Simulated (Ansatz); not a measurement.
# BN: rattled cells

The task, for BN: see what random moves of the atoms cost.

Program: Ansatz 0.2.0. Level of theory: DFT r2SCAN, scalar-relativistic, plane waves, PAW. These are calculated values, not measurements.

**1. The starting structure**

Symmetry: P6_3/mmc, No. 194, hexagonal system. The conventional cell has a = 2.504 Å, b = 2.504 Å, c = 6.661 Å, α = 90.00°, β = 90.00°, γ = 120.00°. B (site symmetry -6m2) has 3 N at 1.45 Å in its first shell of neighbours. Around N (site symmetry -6m2) lie 3 B at 1.45 Å.

Coordinates:

```xyz
4
Lattice="2.5040 0.0000 0.0000 -1.2520 2.1685 0.0000 0.0000 0.0000 6.6612" Properties=species:S:1:pos:R:3 pbc="T T T"
B     0.0000    1.4457    1.6653
B     1.2520    0.7228    4.9959
N     0.0000    1.4457    4.9959
N     1.2520    0.7228    1.6653
```

No relaxation comes first: the listed cell is the starting point.

**2. The reference cell**

The reference gives a free energy of -1088.2459 eV, pressure -0.61 GPa, largest force 0.000 eV/Å and gap on the mesh 4.84 eV. It was computed beforehand with the settings of the runs below.

**3. Setting up rattled cells**

All atoms are moved at random with no net shift, in some cells together with a random strain.

**4. At rms move = 0.060 Å**

The input, input.yaml:

```yaml
crystal:
  lattice:
    - [2.4493806732, 0.0398444117, 0.0123248208]
    - [-1.190184064, 2.1492459546, 0.0176678026]
    - [0.0327868884, 0.0732009776, 6.6093400022]
  atoms:
    - { symbol: B, position: [0.3305967878, 0.6890745149, 0.2595967288] }
    - { symbol: B, position: [0.6716967557, 0.3180690637, 0.7529167511] }
    - { symbol: "N", position: [0.3312114908, 0.6579630709, 0.7460929531] }
    - { symbol: "N", position: [0.6664949657, 0.3348933505, 0.2413935669] }
basis:
  ecutwfc: 500
kpoints:
  mp_grid: { grid: [12, 12, 4] }
hamiltonian:
  xc: r2scan
scf:
  occupations: { method: gaussian, width: 0.05 }
output:
  forces: true
  stress: true
  eigenvalues: true
```

Run with:

```
$ ansatz run input.yaml --threads 2 --pin off --max-ram 5120MiB --backend cpu --events-out ev --progress --plain --runs-dir out
```

Log, cut to the lines that bear on the results:

```text
Warning: RAYON_NUM_THREADS=2 ignored (pool sized by the plan → 2); use --threads N
[...]
Pseudopotentials: kind: paw
Pseudopotential: B, paw, valence charge 3, recommended cutoff 500 eV (meta_gga), B.paw.azcp
Pseudopotential: N, paw, valence charge 5, recommended cutoff 500 eV (meta_gga), N.paw.azcp
Functional definition: r2SCAN
[...]
Crystal: 4 atoms, lattice volume = 35.102 Å³
Basis set: ecut = 500 eV, 897 PW (Γ), exchange–correlation on 72×72×200 points (64 copies of the dense FFT grid, shifted against one another)
Bands: 12, of which v1, the nominal top of the filled ones, is band 8 counted from 1 (7 counted from 0)
Symmetry: 1 space group operations
Space group: P1 (ITA 1), of the structure as read, at distance tolerance 3.3e-5 Å
k-points: 292 of 576 (time reversal used)
[...]
SCF iter   1: F=—  HF=-1087.862738 eV  |F-HF|=—  |Δ(HF+E_count)|=         —  Δρ=9.22e-3  dr2=2.28e-2  dr2_τ=7.37e-1  ethr=1.77e-3  ⟨swp⟩=6.6  Hψ=22312  notcnv=0
[...]
SCF iter   7: F=-1087.996859 eV  HF=-1087.996859 eV  |F-HF|=5.45e-9  |Δ(HF+E_count)|=   1.57e-7  Δρ=1.05e-5  dr2=2.40e-8  dr2_τ=1.75e-9  ethr=6.25e-10  ⟨swp⟩=5.8  Hψ=16844  notcnv=0
[...]
SCF converged after 7 iterations
Free energy (F): -1087.996859 eV
[...]
E sigma→0 (E₀):  -1087.996859 eV
Fermi energy:    6.985761 eV
[...]
--- Forces (eV/Å), atoms counted from 1 ---
  atom   1  B      0.82211962    -1.81819873    -1.65270871
  atom   2  B     -0.68986426     0.26007448    -0.50810464
  atom   3  N      0.68205413    -0.25311611     0.50758910
  atom   4  N     -0.81428009     1.81123665     1.65317663
[...]
--- Stress (GPa, compression-positive) ---
       16.352437      -9.128078       0.220844
       -9.128076       5.799596      -1.047871
        0.220858      -1.047815      -0.130467
  P = ⅓ Tr σ = 7.3405 GPa (73.405 kbar)
--- Band table (eV; the first three rows and the last of 292) ---
  k-point 0: bands = ["-14.2504", "-13.9448", "-1.8396", "0.4009", "2.8239", "3.0203", "3.8790", "4.3359", "10.2186", "15.8496", "16.8715", "17.2450"]
[...]
```

Run time: 24 s. Hardware: 2 threads of Intel Xeon at 2.50GHz (Skylake/Cascade Lake), shared host; peak memory 0.55 GiB.

**5. At rms move = 0.339 Å**

The input, input.yaml:

```yaml
crystal:
  lattice:
    - [2.4236696851, -0.0057740119, -0.0244579324]
    - [-1.2168352835, 2.256056092, -0.2089881462]
    - [-0.0650637856, -0.6795284982, 6.4256820222]
  atoms:
    - { symbol: B, position: [0.4248970793, 0.6190015002, 0.2736684756] }
    - { symbol: B, position: [0.8043215525, 0.4915242574, 0.719417148] }
    - { symbol: "N", position: [0.2470195481, 0.6727390777, 0.7505484063] }
    - { symbol: "N", position: [0.5237618202, 0.2167351646, 0.25636597] }
basis:
  ecutwfc: 500
kpoints:
  mp_grid: { grid: [12, 12, 4] }
hamiltonian:
  xc: r2scan
scf:
  occupations: { method: gaussian, width: 0.05 }
output:
  forces: true
  stress: true
  eigenvalues: true
```

Run with:

```
$ ansatz run input.yaml --threads 2 --pin off --max-ram 5120MiB --backend cpu --events-out ev --progress --plain --runs-dir out
```

Log, cut to the lines that bear on the results:

```text
Warning: RAYON_NUM_THREADS=2 ignored (pool sized by the plan → 2); use --threads N
[...]
[... 4 set-up lines as earlier in the session ...]
[...]
Crystal: 4 atoms, lattice volume = 34.722 Å³
Basis set: ecut = 500 eV, 895 PW (Γ), exchange–correlation on 72×80×192 points (64 copies of the dense FFT grid, shifted against one another)
Bands: 12, of which v1, the nominal top of the filled ones, is band 8 counted from 1 (7 counted from 0)
[... 2 set-up lines as earlier in the session ...]
k-points: 292 of 576 (time reversal used)
[...]
SCF iter   1: F=—  HF=-1073.603691 eV  |F-HF|=—  |Δ(HF+E_count)|=         —  Δρ=1.71e-2  dr2=5.59e-2  dr2_τ=1.70e0  ethr=1.77e-3  ⟨swp⟩=6.2  Hψ=22796  notcnv=0
[...]
SCF iter   7: F=-1073.641716 eV  HF=-1073.641716 eV  |F-HF|=1.25e-8  |Δ(HF+E_count)|=   1.84e-7  Δρ=1.97e-5  dr2=7.71e-8  dr2_τ=1.25e-8  ethr=6.25e-10  ⟨swp⟩=4.1  Hψ=17884  notcnv=0
[...]
SCF converged after 7 iterations
Free energy (F): -1073.641716 eV
[...]
E sigma→0 (E₀):  -1073.641716 eV
Fermi energy:    7.495971 eV
[...]
--- Forces (eV/Å), atoms counted from 1 ---
  atom   1  B    -12.18279977    10.75591703    -1.28108219
  atom   2  B    -61.88677999   -25.57415349    -6.37042467
  atom   3  N     61.91540129    25.59207369     6.52897621
  atom   4  N     12.15517963   -10.77337964     1.12280627
[...]
--- Stress (GPa, compression-positive) ---
      265.351790      78.903119      40.161499
       78.902851      82.881919      20.904022
       40.161566      20.904079       6.067146
  P = ⅓ Tr σ = 118.1003 GPa (1181.003 kbar)
--- Band table (eV; the first three rows and the last of 292) ---
  k-point 0: bands = ["-14.1952", "-13.4564", "-2.4086", "-1.4666", "0.1484", "0.2499", "4.9710", "6.5210", "10.1831", "14.4765", "15.3267", "16.1065"]
[...]
```

It took 21 s on 2 threads of Intel Xeon at 2.50GHz (Skylake/Cascade Lake), shared host; peak memory 0.56 GiB.

**6. At rms move = 0.076 Å**

The input, input.yaml:

```yaml
crystal:
  lattice:
    - [2.6049292123, 0.1207343359, 0.0085492894]
    - [-1.1979056042, 2.304252007, -0.2126509154]
    - [0.022743097, -0.6400843623, 6.7959307255]
  atoms:
    - { symbol: B, position: [0.3265099728, 0.6422124466, 0.2664028338] }
    - { symbol: B, position: [0.6669387679, 0.3296714833, 0.7468251309] }
    - { symbol: "N", position: [0.334722378, 0.6911822015, 0.7416265865] }
    - { symbol: "N", position: [0.6718288813, 0.3369338686, 0.2451454488] }
basis:
  ecutwfc: 500
kpoints:
  mp_grid: { grid: [12, 12, 4] }
hamiltonian:
  xc: r2scan
scf:
  occupations: { method: gaussian, width: 0.05 }
output:
  forces: true
  stress: true
  eigenvalues: true
```

Run with:

```
$ ansatz run input.yaml --threads 2 --pin off --max-ram 5120MiB --backend cpu --events-out ev --progress --plain --runs-dir out
```

Log, cut to the lines that bear on the results:

```text
[...]
SCF converged after 8 iterations
Free energy (F): -1086.605420 eV
[...]
E sigma→0 (E₀):  -1086.605420 eV
Fermi energy:    5.391713 eV
[...]
--- Forces (eV/Å), atoms counted from 1 ---
  atom   1  B     -0.74947865     1.52126360    -1.99938213
  atom   2  B     -0.90361724     1.60587636    -0.50031575
  atom   3  N      0.88349836    -1.61357986     0.53317577
  atom   4  N      0.76957874    -1.51353267     1.96654149
[...]
--- Stress (GPa, compression-positive) ---
      -36.647475     -23.388475       1.191162
      -23.388491     -60.509659       7.082551
        1.191168       7.082543      -0.969880
  P = ⅓ Tr σ = -32.7090 GPa (-327.090 kbar)
--- Band table (eV; the first three rows and the last of 292) ---
  k-point 0: bands = ["-14.3703", "-14.0667", "-2.1645", "0.0626", "0.9895", "1.0854", "2.6246", "2.9014", "8.3019", "11.5514", "12.5920", "13.2996"]
[...]
```

Run time: 28 s. Hardware: 2 threads of Intel Xeon at 2.50GHz (Skylake/Cascade Lake), shared host; peak memory 0.59 GiB.

**7. Point rms move = 0.053 Å**

The input, input.yaml:

```yaml
crystal:
  lattice:
    - [2.5039917043, 0.0, 0.0]
    - [-1.2519958522, 2.1685204268, 0.0]
    - [0.0, 0.0, 6.6612]
  atoms:
    - { symbol: B, position: [0.3310438594, 0.6876312977, 0.2452056589] }
    - { symbol: B, position: [0.6607415719, 0.3091517806, 0.7539631915] }
    - { symbol: "N", position: [0.3498278285, 0.6681673985, 0.7540853534] }
    - { symbol: "N", position: [0.6583867403, 0.3350495231, 0.2467457962] }
basis:
  ecutwfc: 500
kpoints:
  mp_grid: { grid: [12, 12, 4] }
hamiltonian:
  xc: r2scan
scf:
  occupations: { method: gaussian, width: 0.05 }
output:
  forces: true
  stress: true
  eigenvalues: true
```

Run with:

```
$ ansatz run input.yaml --threads 2 --pin off --max-ram 5120MiB --backend cpu --events-out ev --progress --plain --runs-dir out
```

Log, cut to the lines that bear on the results:

```text
[...]
SCF converged after 7 iterations
Free energy (F): -1088.126523 eV
[...]
E sigma→0 (E₀):  -1088.126523 eV
Fermi energy:    6.727647 eV
[...]
--- Forces (eV/Å), atoms counted from 1 ---
  atom   1  B      0.33137312    -1.84682205     0.15710665
  atom   2  B      0.82558686     2.48859155    -0.01241207
  atom   3  N     -0.83101328    -2.48718437    -0.02055927
  atom   4  N     -0.32595770     1.84539120    -0.12412887
[...]
--- Stress (GPa, compression-positive) ---
       -5.198287      -0.691459      -0.006368
       -0.691468       5.766484       0.072289
       -0.006369       0.072285       0.875191
  P = ⅓ Tr σ = 0.4811 GPa (4.811 kbar)
--- Band table (eV; the first three rows and the last of 292) ---
  k-point 0: bands = ["-14.3500", "-14.0645", "-1.9374", "0.2138", "2.3824", "2.6010", "3.6212", "3.8376", "10.0503", "15.4754", "15.9170", "16.2151"]
[...]
```

Run time: 25 s. Hardware: 2 threads of Intel Xeon at 2.50GHz (Skylake/Cascade Lake), shared host; peak memory 0.56 GiB.

**8. Point rms move = 0.214 Å**

The input, input.yaml:

```yaml
crystal:
  lattice:
    - [2.4754727546, -0.0296180384, -0.0899966]
    - [-1.263386351, 2.1517875841, 0.107309914]
    - [-0.2394118761, 0.1914070617, 6.593667952]
  atoms:
    - { symbol: B, position: [0.2392731122, 0.6339125333, 0.2409278629] }
    - { symbol: B, position: [0.7006782387, 0.4185246143, 0.7739877681] }
    - { symbol: "N", position: [0.3629092644, 0.6952978757, 0.7358580866] }
    - { symbol: "N", position: [0.6971393848, 0.2522649768, 0.2492262824] }
basis:
  ecutwfc: 500
kpoints:
  mp_grid: { grid: [12, 12, 4] }
hamiltonian:
  xc: r2scan
scf:
  occupations: { method: gaussian, width: 0.05 }
output:
  forces: true
  stress: true
  eigenvalues: true
```

Run with:

```
$ ansatz run input.yaml --threads 2 --pin off --max-ram 5120MiB --backend cpu --events-out ev --progress --plain --runs-dir out
```

Log, cut to the lines that bear on the results:

```text
[...]
SCF converged after 7 iterations
Free energy (F): -1084.768565 eV
[...]
E sigma→0 (E₀):  -1084.768565 eV
Fermi energy:    7.658820 eV
[...]
--- Forces (eV/Å), atoms counted from 1 ---
  atom   1  B     12.24314749     5.97180519     0.10129452
  atom   2  B      3.87058535    -4.46308354    -3.45471079
  atom   3  N     -3.87991191     4.45495172     3.42910887
  atom   4  N    -12.23393698    -5.96370440    -0.07571055
[...]
--- Stress (GPa, compression-positive) ---
       60.394134      31.319664       0.262318
       31.319512      51.099698      -6.456360
        0.262300      -6.456411      -3.231741
  P = ⅓ Tr σ = 36.0874 GPa (360.874 kbar)
--- Band table (eV; the first three rows and the last of 292) ---
  k-point 0: bands = ["-14.2511", "-13.8804", "-2.0413", "-0.8135", "0.3248", "2.1544", "5.8019", "6.5865", "9.6990", "14.1963", "15.4477", "16.3605"]
[...]
```

It took 23 s on 2 threads of Intel Xeon at 2.50GHz (Skylake/Cascade Lake), shared host; peak memory 0.56 GiB.

**9. rms move = 0.172 Å**

The input, input.yaml:

```yaml
crystal:
  lattice:
    - [2.6148554501, -0.0503045861, 0.0139097584]
    - [-1.3509927746, 2.248493254, -0.010281126]
    - [0.0370031908, -0.0102174713, 6.7288176471]
  atoms:
    - { symbol: B, position: [0.2822807989, 0.7107382427, 0.2491645241] }
    - { symbol: B, position: [0.7104914612, 0.3727106347, 0.7555071849] }
    - { symbol: "N", position: [0.345455545, 0.6832254185, 0.7442262241] }
    - { symbol: "N", position: [0.661772195, 0.2333257041, 0.251102067] }
basis:
  ecutwfc: 500
kpoints:
  mp_grid: { grid: [12, 12, 4] }
hamiltonian:
  xc: r2scan
scf:
  occupations: { method: gaussian, width: 0.05 }
output:
  forces: true
  stress: true
  eigenvalues: true
```

Run with:

```
$ ansatz run input.yaml --threads 2 --pin off --max-ram 5120MiB --backend cpu --events-out ev --progress --plain --runs-dir out
```

Log, cut to the lines that bear on the results:

```text
Warning: RAYON_NUM_THREADS=2 ignored (pool sized by the plan → 2); use --threads N
[...]
[... 4 set-up lines as earlier in the session ...]
[...]
Crystal: 4 atoms, lattice volume = 39.103 Å³
Basis set: ecut = 500 eV, 1001 PW (Γ), exchange–correlation on 80×80×200 points (64 copies of the dense FFT grid, shifted against one another)
Bands: 12, of which v1, the nominal top of the filled ones, is band 8 counted from 1 (7 counted from 0)
[... 1 set-up line as earlier in the session ...]
Space group: P1 (ITA 1), of the structure as read, at distance tolerance 3.4e-5 Å
k-points: 292 of 576 (time reversal used)
[...]
SCF iter   1: F=—  HF=-1085.372830 eV  |F-HF|=—  |Δ(HF+E_count)|=         —  Δρ=1.03e-2  dr2=3.43e-2  dr2_τ=7.20e-1  ethr=1.77e-3  ⟨swp⟩=6.4  Hψ=22494  notcnv=0
[...]
SCF iter   7: F=-1085.465583 eV  HF=-1085.465583 eV  |F-HF|=4.45e-9  |Δ(HF+E_count)|=   1.53e-7  Δρ=1.46e-5  dr2=4.68e-8  dr2_τ=3.98e-9  ethr=6.25e-10  ⟨swp⟩=6.0  Hψ=17557  notcnv=0
[...]
SCF converged after 7 iterations
Free energy (F): -1085.465583 eV
[...]
E sigma→0 (E₀):  -1085.465583 eV
Fermi energy:    6.392951 eV
[...]
--- Forces (eV/Å), atoms counted from 1 ---
  atom   1  B     -1.40405590   -12.59151429     0.11506533
  atom   2  B     -2.07335526    -1.67079615    -1.08245823
  atom   3  N      2.06395414     1.63432253     1.08761836
  atom   4  N      1.41350432    12.62810044    -0.12021190
[...]
--- Stress (GPa, compression-positive) ---
      -11.374504      14.541158      -0.659058
       14.541141      27.580708       0.220652
       -0.659053       0.220651       0.142610
  P = ⅓ Tr σ = 5.4496 GPa (54.496 kbar)
--- Band table (eV; the first three rows and the last of 292) ---
  k-point 0: bands = ["-14.5418", "-14.2736", "-2.3114", "-2.0520", "-0.2651", "1.4780", "2.9714", "4.9664", "8.9758", "12.5736", "13.8461", "14.2898"]
[...]
```

Run time: 23 s. Hardware: 2 threads of Intel Xeon at 2.50GHz (Skylake/Cascade Lake), shared host; peak memory 0.58 GiB.

**10. rms move = 0.152 Å**

The input, input.yaml:

```yaml
crystal:
  lattice:
    - [2.5039917043, 0.0, 0.0]
    - [-1.2519958522, 2.1685204268, 0.0]
    - [0.0, 0.0, 6.6612]
  atoms:
    - { symbol: B, position: [0.3581489137, 0.6808985149, 0.2456187183] }
    - { symbol: B, position: [0.6757494616, 0.3554586551, 0.7217420125] }
    - { symbol: "N", position: [0.3208460529, 0.6402222565, 0.7819470212] }
    - { symbol: "N", position: [0.6452555718, 0.3234205735, 0.250692248] }
basis:
  ecutwfc: 500
kpoints:
  mp_grid: { grid: [12, 12, 4] }
hamiltonian:
  xc: r2scan
scf:
  occupations: { method: gaussian, width: 0.05 }
output:
  forces: true
  stress: true
  eigenvalues: true
```

Run with:

```
$ ansatz run input.yaml --threads 2 --pin off --max-ram 5120MiB --backend cpu --events-out ev --progress --plain --runs-dir out
```

Log, cut to the lines that bear on the results:

```text
[...]
SCF converged after 8 iterations
Free energy (F): -1086.752109 eV
[...]
E sigma→0 (E₀):  -1086.752109 eV
Fermi energy:    6.930642 eV
[...]
--- Forces (eV/Å), atoms counted from 1 ---
  atom   1  B     -2.98952245    -1.89195948     0.07778095
  atom   2  B      0.26213793    -2.59650852     5.56443955
  atom   3  N     -0.26747934     2.59605602    -5.60252694
  atom   4  N      2.99488252     1.89241662    -0.03965490
[...]
--- Stress (GPa, compression-positive) ---
        1.209996      -4.235903      -0.055913
       -4.235883       3.286336       4.817248
       -0.055910       4.817245     -10.663616
  P = ⅓ Tr σ = -2.0558 GPa (-20.558 kbar)
--- Band table (eV; the first three rows and the last of 292) ---
  k-point 0: bands = ["-14.3359", "-13.6668", "-1.9774", "0.4538", "1.8048", "3.2977", "4.2386", "5.4345", "8.5489", "14.9499", "15.4102", "15.7434"]
[...]
```

Run time: 22 s. Hardware: 2 threads of Intel Xeon at 2.50GHz (Skylake/Cascade Lake), shared host; peak memory 0.57 GiB.

**11. The scan collected**

Collected from the runs (energy zero: the undisturbed cell):

| rms move (Å) | ΔE (meV/atom) | largest force (eV/Å) | shortest distance (Å) | pressure (GPa) | gap on the mesh (eV) |
| --- | --- | --- | --- | --- | --- |
| 0.000 | 0.0 | 0.00 | 1.45 | -0.6 | 4.84 |
| 0.053 | 29.8 | 2.62 | 1.39 | 0.5 | 4.53 |
| 0.060 | 62.3 | 2.59 | 1.41 | 7.3 | 4.45 |
| 0.076 | 410.1 | 2.62 | 1.42 | -32.7 | 3.73 |
| 0.152 | 373.5 | 6.18 | 1.40 | -2.1 | 2.98 |
| 0.172 | 695.1 | 12.71 | 1.19 | 5.4 | 2.85 |
| 0.214 | 869.3 | 13.62 | 1.18 | 36.1 | 2.14 |
| 0.339 | 3651.0 | 67.31 | 0.95 | 118.1 | 1.95 |

**12. Results**

| quantity | value |
| --- | --- |
| costliest cell | 3651.0 meV/atom at an rms move of 0.339 Å |

The cost runs from 29.8 to 3651.0 meV/atom. Energy over the square of the rms move lies between 10.7 and 70.3 eV/Å² per atom; a harmonic solid under isotropic random moves would keep it roughly constant, while strain and close contacts change it. The gap on the mesh stays between 1.95 and 4.84 eV. Where forces pass 15 eV/Å atoms stand far too close, the PAW spheres overlap strongly and those numbers are rough.
